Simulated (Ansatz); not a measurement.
Electric field gradients in H₄NF

The cell is a Materials Project structure (computed, not necessarily an observed phase), taken as it stands.

```cif
data_H4NF
_symmetry_space_group_name_H-M 'P6_3mc'
_symmetry_Int_Tables_number 186
_cell_length_a 4.4077
_cell_length_b 4.4077
_cell_length_c 7.1363
_cell_angle_alpha 90.000
_cell_angle_beta 90.000
_cell_angle_gamma 120.000
loop_
_atom_site_label
_atom_site_type_symbol
_atom_site_symmetry_multiplicity
_atom_site_Wyckoff_symbol
_atom_site_fract_x
_atom_site_fract_y
_atom_site_fract_z
H1 H 6 c 0.5379 0.0758 0.9231
H3 H 2 b 0.3333 0.6667 0.2286
N N 2 b 0.3333 0.6667 0.3747
F F 2 b 0.3333 0.6667 0.9976
```

One atom of each set is listed.

The numbers come from a DFT calculation in Ansatz (r2SCAN, plane waves and PAW (field gradients read without the response of the frozen cores, which leaves them typically 4 to 6 % off), scalar-relativistic, 500 eV cutoff, Γ-centred 6×6×4 k-points, Fermi–Dirac smearing 0.02 eV).

V_zz is the principal component of the electric field gradient with the largest magnitude, η = (V_xx − V_yy)/V_zz and C_Q = eQV_zz/h.

H-2: I = 1, Q = 2.858 mb; 14N: I = 1, Q = 20.44 mb. Nuclear quadrupole moments: year-2017 set (Pyykkö).

Task: What field gradients does the calculation give at each kind of site?

Result: 

```tsv
site	atoms	first shell	V_xx, V_yy, V_zz (10²¹ V/m²)	η	C_Q (MHz)
H1	6	1 N at 1.04 Å; also 1 F at 1.65 Å	-1.19, -1.19, 2.38	0.00	0.164
H3	2	1 N at 1.04 Å; also 1 F at 1.65 Å	-1.18, -1.18, 2.37	0.00	0.164
N	2	4 H at 1.04 Å	0.006, 0.006, -0.013	0.00	-0.006
F	2	4 N at 2.69 Å; also 4 H at 1.65 Å	0.017, 0.017, -0.033	0.00	–
```

An axis of threefold or higher order runs through H3, N and F, so V_zz lies along it and η is zero. At H1 V_zz points along its bond to N (within 1°).

F has no stable isotope with a ground-state quadrupole moment in the table, so no C_Q is given.

The lattice is static: at room temperature ammonium may turn and average the couplings of its hydrogen.

The run took 9.7 s of wall time (9.6 s of CPU time) and 0.62 GiB at its peak, on 1 thread of Intel Xeon 6975P-C (Granite Rapids) (x86_64; 16 cores open to the job, memory cap 3.0 GiB, no GPU), a shared host with a load of 0.9 a core.
